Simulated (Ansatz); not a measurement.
# TiAl3: do energies and stresses tell the same story?

The calculation used Ansatz 0.2.0, DFT PBE, scalar-relativistic, plane waves, PAW.

Settings: cutoff 420 eV, Γ-centred mesh 16×16×16 on the computed 4-atom cell, Gaussian smearing of 0.10 eV; no spin polarisation.

Relaxed cell: I4/mmm, a = 3.845 Å, b = 3.845 Å, c = 8.623 Å, α = 90.00°, β = 90.00°, γ = 90.00°, 4 atoms in the primitive cell.

Energies at zero smearing and pressures from the stress tensor, at volumes with shape and atoms relaxed:
| V (Å³/atom) | E − E(first) (meV/atom) | P (GPa) |
| --- | --- | --- |
| 14.025 | 0.00 | 17.47 |
| 14.503 | -43.79 | 12.04 |
| 14.982 | -72.60 | 7.40 |
| 15.460 | -88.55 | 3.41 |
| 15.938 | -93.46 | -0.01 |
| 16.416 | -88.89 | -2.95 |
| 16.894 | -76.21 | -5.47 |
| 17.532 | -48.65 | -8.27 |

Check P = −dE/dV between neighbouring volumes, and get the bulk modulus from the pressures alone.

With 1 eV/Å³ = 160.2 GPa:
```csv
middle V (Å³/atom),−ΔE/ΔV (GPa),mean P (GPa)
14.264,14.675,14.756
14.743,9.654,9.722
15.221,5.342,5.403
15.699,1.647,1.698
16.177,-1.531,-1.483
16.655,-4.248,-4.211
17.213,-6.928,-6.868
```

The two differ by 0.08 GPa at most. The mean of two end pressures misses the average over a step by about ΔV² P″/12, up to 0.07 GPa here; with that taken off 0.01 GPa remains. Around V = 15.938 Å³/atom, the two neighbours give B = −V ΔP/ΔV = 15.938 × 6.36 / 0.956 = 106.0 GPa, against B0 = 105.5 GPa from the Birch–Murnaghan fit of the energies.